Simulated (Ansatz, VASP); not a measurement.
Two plane-wave programs on SnTe

```
CELL_PARAMETERS angstrom
0.00000 3.46285 3.46285
3.46285 0.00000 3.46285
3.46285 3.46285 0.00000
ATOMIC_POSITIONS crystal
Sn 0.00000 0.00000 0.00000
Te 0.25000 0.25000 0.25000
```

Change from the starting cell: hydrostatic strain -3.4%.

Alike in both runs: task single point; functional HSE06; k mesh 4 × 4 × 4; occupations fermi-dirac, width 0.02 eV; no spin polarisation.

|  | VASP | Ansatz |
| --- | --- | --- |
| version | VASP 6.6.1 | Ansatz 0.2.0 |
| potentials or method | VASP PAW PBE potentials, release 64 (Sn_d, Te) | plane waves, PAW |
| plane-wave cutoff (eV) | 520 | 420 |
| valence electrons in the cell | 20 | 30 |

```csv
,VASP,Ansatz,Ansatz less VASP
pressure (GPa),2.3,2.5,+0.17
```

With one functional, cell and mesh, what is left measures potentials, basis and numerics. The two sets of potentials don't hold the same shells in valence. Ansatz warned: «filled_band_counts_differ_across_k_points».

Caveats: the k mesh is coarse (spacing up to 0.39 Å⁻¹), so the values aren't converged, least of all with exact exchange; the PAW data sets were made with another functional, which shifts forces and pressure a little (VASP). Spin-orbit coupling is left out, which matters for the levels of Te.
